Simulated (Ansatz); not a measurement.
Bi, one cell by several methods

```xyz
2
Lattice="2.2730 1.3123 4.0331 -2.2730 1.3123 4.0331 0.0000 -2.6246 4.0331" Properties=species:S:1:pos:R:3 pbc="T T T"
Bi    0.0000    0.0000    2.8299
Bi    0.0000    0.0000    9.2693
```

Atom numbers follow the list: Bi1, Bi2.

Structure: COD 9009658, as refined from experiment and not relaxed. The listed cell was then made from it by scaling, straining or moving an atom.

No spin–orbit coupling, which matters for the heavy atoms here.

Levels of theory: DFT, PBE, PAW with Ansatz's default frozen-core files, scalar-relativistic (Ansatz 0.2.0); DFT, PBE, all-electron PAW with datasets made for the crystal, scalar-relativistic (Ansatz 0.2.0); DFT, PBE, all-electron LAPW, scalar-relativistic (Ansatz 0.2.0).

For PAW: a Γ-centred 11×11×11 k mesh, Fermi–Dirac smearing of 0.03 eV, cutoff 420 eV, no spin polarisation. The crystal-made all-electron datasets (AE datasets) take a cutoff of 260 eV at this cell. LAPW targets a basis error of 0.25 meV/atom. The Ansatz runs share mesh, smearing and spin set-up. Plane-wave (PAW) pressures include the program's estimate of the Pulay term.

Stress and pressure are positive in compression.

```tsv
quantity	PAW	AE datasets	LAPW
pressure (GPa)	0.91	0.93	0.93
stress xx (GPa)	1.00	1.02	1.02
stress zz (GPa)	0.73	0.75	0.75
force on Bi1, z (eV/Å)	0.068	0.069	0.069
```

PAW's pressure differs from the LAPW value by -0.02 GPa.
